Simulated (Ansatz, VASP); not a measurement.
## Cross-check of SrBrCl (1T-SrClBr, 1 layer) between VASP and Ansatz

Aim: how closely do two programs agree when they are given the same cell, functional and k mesh? The structure shown is the start of the Ansatz relaxation below; VASP solves that cell, so the two are compared at the walk's first step.

Main program and level: Ansatz 0.2.0; plane waves, with VASP 6.6.1 beside it; single point at PBE.

**1. The starting structure**

The cell holds 3 atoms: 1 Br, 1 Sr and 1 Cl. Its edges and angles: a = 4.133 Å, b = 4.133 Å, c = 18.570 Å, α = 90.0°, β = 90.0°, γ = 120.0°. Vacuum lies along c.

**2. Ansatz: relaxation, PBE**

Ansatz runs on its default PAW (the set named soft_2) files.

The two programs are compared at the cell with which this relaxation starts, whose forces are those of its first step.

File input.yaml:

```yaml
crystal:
  lattice:
    - [4.133165, 0.0, 0.0]
    - [-2.0665825, 3.579425888, 0.0]
    - [0.0, 0.0, 18.5701222601]
  atoms:
    - { symbol: Br, position: [0.6666666667, 0.3333333333, 0.4038745623] }
    - { symbol: Sr, position: [0.0, 0.0, 0.5080975774] }
    - { symbol: Cl, position: [0.3333333333, 0.6666666667, 0.5961254377] }
kpoints:
  mp_grid: { grid: [6, 6, 1] }
hamiltonian:
  xc: pbe
scf:
  occupations: { method: fermi_dirac, width: 0.05 }
  convergence: { dr2_threshold: 1.0e-08 }
efield:
  axis: 3
  dipole_correction: true
  ramp_position: 0.97
  ramp_width: 0.04
relax:
  f_tol: 0.01
  cell: { fix: [c, alpha, beta] }
output:
  write_potential: true
  write_density: true
  volumetric_format: npy
```

Run with:

```console
ansatz run input.yaml --threads 2 --pin off --max-ram 4096MiB --backend cpu --events-out ev --progress --plain --runs-dir out
```

Numbers of over 12 decimals in the logs are rounded to 6 here.

Output:

```text
Warning: relax.cell: scf.convergence.dr2_threshold = 1e-8 eV is looser than the 3e-10 eV advised for a relaxation that steers and ends on the stress (1e-10 eV for each atom of the cell: 3). What an SCF threshold leaves in a stress goes as its square root, and in the free energy as the threshold itself, and one threshold admits the most on a small cell: [figures from the program's tests cut] Set scf.convergence.dr2_threshold to 3e-10 eV or tighter. The threshold is an SCF's pass mark: one that does not reach it within its budget of iterations ends unconverged, or closes short of it on a stop that the run arms, and scf.convergence.dr2_threshold's page says what that costs each kind of run
Engine: ansatz 0.2.0, aarch64-unknown-linux-gnu
Pseudopotentials: kind: paw
Pseudopotential: Br, paw, valence charge 7, recommended cutoff 420 eV (normal), Br.paw.azcp
Pseudopotential: Sr, paw, valence charge 10, recommended cutoff 420 eV (normal), Sr.paw.azcp
Pseudopotential: Cl, paw, valence charge 7, recommended cutoff 420 eV (normal), Cl.paw.azcp
Functional definition: PBE
  parameter kappa = 0.804
  parameter beta = 0.066725
  exchange = pbe_x(kappa = kappa, mu = beta*pi^2/3)
  correlation = pbe_c(beta = beta)
Crystal: 3 atoms, lattice volume = 274.733 Å³
Basis set: ecut = 420 eV, 5295 PW (Γ), exchange–correlation on 60×60×250 points (8 copies of the dense FFT grid, shifted against one another)
Bands: 16, of which v1, the nominal top of the filled ones, is band 12 counted from 1 (11 counted from 0)
Symmetry: 6 space group operations
Space group: P3m1 (ITA 156), of the structure as read, at distance tolerance 6.5e-5 Å
k-points: 7 of 36 (time reversal used)
Non-local potential: Br, projectors of the file, l = 0: 2, l = 1: 2, l = 2: 2
Non-local potential: Sr, projectors of the file, l = 0: 3, l = 1: 2, l = 2: 2
Non-local potential: Cl, projectors of the file, l = 0: 2, l = 1: 2, l = 2: 2
PAW form: soft (Blöchl's): semilocal exchange-correlation on the pseudo side does not see the compensation charge
PAW one-centre angular grid: Br, 110 points (default); XC on 64 Gauss nodes
PAW one-centre angular grid: Sr, 110 points (default); XC on 64 Gauss nodes
PAW one-centre angular grid: Cl, 110 points (default); XC on 64 Gauss nodes
Initial density: superposition of atomic densities (neutral atoms: chi_scale 0, normalization atom), corrected by the library's trained network
Initial wavefunctions: pseudopotential atomic-orbital guess
Functional: x = pbe(κ = 0.804, μ = 0.219515), c = pbe(β = 0.066725)
SCF iter   1: F=—  HF=-7413.512096 eV  |F-HF|=—  |Δ(HF+E_count)|=         —  Δρ=4.83e-4  dr2=3.21e-3  ethr=1.77e-3  p=0.035 e·Å  D=2.28e-2 V/Å  ΔV_dip=-0.42 eV  dr2_dipole=3.33e-5  V_vac-E_F(+/−)=4.83/5.25 eV  ⟨swp⟩=13.4  Hψ=1090  notcnv=0
efield: sawtooth ramp at fractional position 0.9700 (set: `efield.ramp_position`, or a place that a band, a saddle search or an elastic batch's reference lends), width 0.0400; the density the first Hamiltonian is built on has a dipole p = 0.035 e·Å; the dipole correction subtracts the counter field D = 2.28e-2 V/Å, which shifts the + side's vacuum level by -0.42 eV against the − side's; the planar-averaged density in the ramp window peaks in size at 4.9e-6 e/Å³
preconditioner: auto → Resta (q_TF=auto, 1.817 Å⁻¹)  ε∞=1.6  [insulator: Δε(μ)=4.511 eV  Ē_g=13.523 eV  σ=0.050 eV  W_gap=1.00  n_scr=28 (ndim 8)  ℏωp=10.5 eV  f_vac=0.628  D(μ)=0.00/eV (n_scr^D=0)  ε∞_Penn≈1.6  vacuum switching on, ρ_ref=1.3e-2 e/Å³]
SCF iter   2: F=—  HF=-7413.513772 eV  |F-HF|=—  |Δ(HF+E_count)|=   1.68e-3  Δρ=3.06e-4  dr2=7.32e-4  ethr=1.34e-5  p=0.037 e·Å  D=2.41e-2 V/Å  ΔV_dip=-0.45 eV  dr2_dipole=4.47e-5  V_vac-E_F(+/−)=4.92/5.37 eV  ⟨swp⟩=2.3  Hψ=271  notcnv=0
SCF iter   3: F=—  HF=-7413.514178 eV  |F-HF|=—  |Δ(HF+E_count)|=   4.06e-4  Δρ=1.40e-4  dr2=1.52e-4  ethr=3.05e-6  p=0.032 e·Å  D=2.12e-2 V/Å  ΔV_dip=-0.39 eV  dr2_dipole=3.50e-6  V_vac-E_F(+/−)=4.99/5.38 eV  ⟨swp⟩=2.1  Hψ=163  notcnv=0
SCF iter   4: F=—  HF=-7413.514523 eV  |F-HF|=—  |Δ(HF+E_count)|=   3.44e-4  Δρ=4.44e-5  dr2=9.79e-6  ethr=6.32e-7  p=0.032 e·Å  D=2.12e-2 V/Å  ΔV_dip=-0.39 eV  dr2_dipole=2.39e-7  V_vac-E_F(+/−)=5.02/5.42 eV  ⟨swp⟩=2.0  Hψ=166  notcnv=0
SCF iter   5: F=—  HF=-7413.514499 eV  |F-HF|=—  |Δ(HF+E_count)|=   2.35e-5  Δρ=1.86e-5  dr2=2.32e-6  ethr=4.08e-8  p=0.031 e·Å  D=2.07e-2 V/Å  ΔV_dip=-0.39 eV  dr2_dipole=3.34e-7  V_vac-E_F(+/−)=5.04/5.42 eV  ⟨swp⟩=3.0  Hψ=224  notcnv=0
[...]
SCF iter   6: F=-7413.773362 eV  HF=-7413.773362 eV  |F-HF|=2.84e-9  |Δ(HF+E_count)|=   1.12e-7  Δρ=8.85e-7  dr2=1.83e-9  ethr=4.17e-11  p=0.040 e·Å  D=2.21e-2 V/Å  ΔV_dip=-0.41 eV  dr2_dipole=1.55e-12  V_vac-E_F(+/−)=4.71/5.12 eV  ⟨swp⟩=8.1  Hψ=902  notcnv=0
SCF 6 converged in 6 iterations: F = -7413.773362 eV  dr2 = 1.83e-9
relax step   6: F+E_penalty+E_count = -7413.77336157 eV  Δ(F+E_penalty+E_count) = -6.308e-4 eV  max|allowed force component| = 5.574e-3 eV/Å  Δτ_max = 0.0100 Å  P = +0.005 GPa  Ω = 328.093 Å³  energy of the carried Pulay correction = -5.138e-4 eV  fix = [c, alpha, beta]  reactions: c +0.002 GPa  (6 SCF iters, accepted)
Basis set: ecut = 420 eV, 6429 PW (Γ), exchange–correlation on 64×64×250 points (8 copies of the dense FFT grid, shifted against one another)
Initial wavefunctions: pseudopotential atomic-orbital guess (no wavefunctions were taken with the density)
iter 1 solved again at ethr=3.64e-6 eV; its pass at ethr=3.10e-3 eV (dr2=8.73e-4 eV) is discarded
SCF iter   1: F=—  HF=-7413.774164 eV  |F-HF|=—  |Δ(HF+E_count)|=         —  Δρ=6.99e-5  dr2=1.76e-6  ethr=3.64e-6  p=0.040 e·Å  D=2.21e-2 V/Å  ΔV_dip=-0.41 eV  dr2_dipole=1.60e-10  V_vac-E_F(+/−)=4.71/5.12 eV  ⟨swp⟩=3.4  Hψ=1426  notcnv=0
efield: sawtooth ramp at fractional position 0.9700 (set: `efield.ramp_position`, or a place that a band, a saddle search or an elastic batch's reference lends), width 0.0400; the density the first Hamiltonian is built on has a dipole p = 0.040 e·Å; the dipole correction subtracts the counter field D = 2.21e-2 V/Å, which shifts the + side's vacuum level by -0.41 eV against the − side's; the planar-averaged density in the ramp window peaks in size at 2.5e-7 e/Å³
eigensolver tolerance schedule: the retry pair's looser diagonalisation over-reported the residual by 493.74 of it (diagonalisation noise at 1.38 of the residual, at the tolerance the schedule requests for it); recorded, not acted on — ethr = c·dr2/N_el stays at c = 1.0e-1
preconditioner: auto → Resta (q_TF=auto, 1.764 Å⁻¹)  ε∞=1.5  [insulator: Δε(μ)=5.316 eV  Ē_g=13.503 eV  σ=0.050 eV  W_gap=1.00  n_scr=40 (ndim 8)  ℏωp=9.6 eV  f_vac=0.661  D(μ)=0.00/eV (n_scr^D=0)  ε∞_Penn≈1.5  vacuum switching on, ρ_ref=1.3e-2 e/Å³]
SCF iter   2: F=—  HF=-7413.774327 eV  |F-HF|=—  |Δ(HF+E_count)|=   1.62e-4  Δρ=3.60e-5  dr2=4.58e-7  ethr=7.35e-9  p=0.040 e·Å  D=2.21e-2 V/Å  ΔV_dip=-0.41 eV  dr2_dipole=1.25e-10  V_vac-E_F(+/−)=4.71/5.12 eV  ⟨swp⟩=2.7  Hψ=207  notcnv=0
SCF iter   3: F=—  HF=-7413.774383 eV  |F-HF|=—  |Δ(HF+E_count)|=   5.64e-5  Δρ=3.11e-6  dr2=5.29e-8  ethr=1.91e-9  p=0.040 e·Å  D=2.21e-2 V/Å  ΔV_dip=-0.41 eV  dr2_dipole=1.81e-9  V_vac-E_F(+/−)=4.71/5.12 eV  ⟨swp⟩=2.0  Hψ=168  notcnv=0
SCF iter   4: F=-7413.774383 eV  HF=-7413.774383 eV  |F-HF|=3.77e-9  |Δ(HF+E_count)|=   8.86e-8  Δρ=7.53e-7  dr2=1.06e-9  ethr=4.17e-11  p=0.040 e·Å  D=2.21e-2 V/Å  ΔV_dip=-0.41 eV  dr2_dipole=3.67e-11  V_vac-E_F(+/−)=4.71/5.12 eV  ⟨swp⟩=14.0  Hψ=1029  notcnv=0
SCF 7 converged in 4 iterations: F = -7413.774383 eV  dr2 = 1.06e-9
relax step   7: F+E_penalty+E_count = -7413.77438301 eV  Δ(F+E_penalty+E_count) = -1.021e-3 eV  max|allowed force component| = 5.690e-3 eV/Å  Δτ_max = 0.0000 Å  P = +0.010 GPa  Ω = 328.093 Å³  fix = [c, alpha, beta]  reactions: c +0.002 GPa  stress off target by 1.35e-2 GPa on what of the cell is left free  SCF on the basis re-selected at this cell (its energy is not comparable with the rows above)  (4 SCF iters)
basis re-selected at this cell: Δ(F+E_penalty+E_count) = -1.021e-3 eV, ΔP = +0.005 GPa vs the last step (what re-selecting the basis moved, of the pressure what is left beyond the Pulay correction that the steps carried, after the strain that the cell walked since its last selection, with what the two solves' SCF thresholds leave and, on support functions, any second-order correction that the steps lacked; it is no measure of the basis error at this ecutwfc). The dense FFT grid was sized anew with the basis: this SCF ran on 32×32×125 points, the steps before it on 30×30×125, so part of this shift can come from that change (see relax.cell in the input reference). [rest of the remark cut]
WARN: The output density's exchange-correlation potential varies sharply where the density is thin. Do not read a vacuum level from v_tot or v_xc, or from such a field of the output density. On a cell that repeats whose density bears no net charge and no dipole along the vacuum's axis use v_es (v_loc + v_h of the components); under efield.dipole_correction with no amplitude use v_es + v_field, which holds any externa [...]
SCF converged after 4 iterations
Free energy (F): -7413.774383 eV
Harris-Foulkes:  -7413.774383 eV  (|F-HF|=3.77e-9)
Internal energy: -7413.774383 eV  (E = F + TS)
E sigma→0 (E₀):  -7413.774383 eV
Fermi energy:    -1.987237 eV
Dipole field:    D = 0.022124 V/Å  (p = 0.040114 e·Å, saw-weighted, corrected)
Work function:   Φ+ = 4.7067 eV   Φ− = 5.1176 eV
Levels:          The Fermi level and band energies are counted from a zero that moves with the ramp; work functions are not
--- Per-component energies (eV) ---
  E_band       = -325.948289
  E_kinetic    = 539.615662
  E_local      = -6525.416454  (includes V_loc(G=0)·N_el)
  E_nonlocal   = 300.694236
  E_hartree    = 2898.479916
  E_xc         = -545.699189
  E_vxc        = -388.481767  (∫ρ·V_xc dr)
  E_paw        = -5600.609048  (= ΣΔE_a)
  E_vpaw       = -49.190122  (= ΣTr[D̂ρ^β])
  E_aug_tail   = 0.000089  (compensation charges beyond the density's cutoff)
  E_efield     = 0.000444  (sawtooth field / dipole correction)
  E_vefield    = -0.130140  (∫n·V_field dr)
  E_ewald      = 1519.159961
  E_smearing   = -0.000000  (= −TS)
  E_closure    = -0.000000  (closes the sum)
  Σ components = -7413.774383   (vs F -7413.774383, Δ=0.00e0)
--- Forces (eV/Å), atoms counted from 1 ---
  atom   1  Br     0.00000000     0.00000000     0.00087551
  atom   2  Sr     0.00000000    -0.00000000    -0.00569085
  atom   3  Cl     0.00000000    -0.00000000     0.00481212
  max |Σ_I F_I| component: 3.23e-6 eV/Å
--- Stress (GPa, compression-positive) ---
        0.013503       0.000000       0.000000
        0.000000       0.013503       0.000000
        0.000000       0.000000       0.002497
  P = ⅓ Tr σ = 0.0098 GPa (0.098 kbar)
--- Band table (eV; the first three rows and the last of 7) ---
  k-point 0: bands = [... 8 lower, -5.8916, -4.8225, -4.7150, -4.7150, 0.6006, 1.7362, 1.7362, 1.9713]
  k-point 1: bands = [... 8 lower, -5.8582, -4.9983, -4.7871, -4.7278, 1.0819, 1.5273, 2.0363, 2.0872]
  k-point 2: bands = [... 8 lower, -5.7981, -5.2267, -4.9146, -4.7666, 1.0854, 2.1734, 2.5053, 2.7066]
  k-point 6: bands = [... 8 lower, -5.7507, -5.2097, -5.1076, -4.9182, 1.8712, 1.8959, 2.2978, 3.4823]
--- Relaxed structure (6 steps of the walk, 5 accepted, 1 SCFs on fresh bases) ---
  F+E_penalty+E_count = -7413.77438301 eV   max|allowed force component| = 5.690e-3 eV/Å   (the final SCF, on the basis selected at the relaxed cell)
  cell:  # Å, volume = 328.0929 Å³
    - [4.516747, 0, 0]
    - [-2.258373, 3.911617, 0]
    - [0, 0, 18.5701222601]
  atoms:
    - { symbol: Br, position: [0.666667, 0.333333, 0.420379] }
    - { symbol: Sr, position: [0, -1.3139490636088803e-19, 0.507413] }
    - { symbol: Cl, position: [0.333333, 0.666667, 0.580305] }
```

In the SCF lines HF is the Harris–Foulkes energy and dr2 the Hartree energy of the density residual, in eV; the loop may stop once dr2 is under the threshold and the program's other checks hold. Hψ counts applications of the Hamiltonian.

(Continued in part 2 of 2.)

[Lines on the potential files, build, host, timing and source positions are cut from VASP's logs without a mark.]

[Logs are printed without paths, hosts, clocks, repeated set-up lines and the standing remarks that a program may print on its own settings, such as how far it seeks lower states.]

[Hosts, paths, dates, database ids (printed as entryN), source tags and the programs' standing remarks are cut or masked in the printed files.]
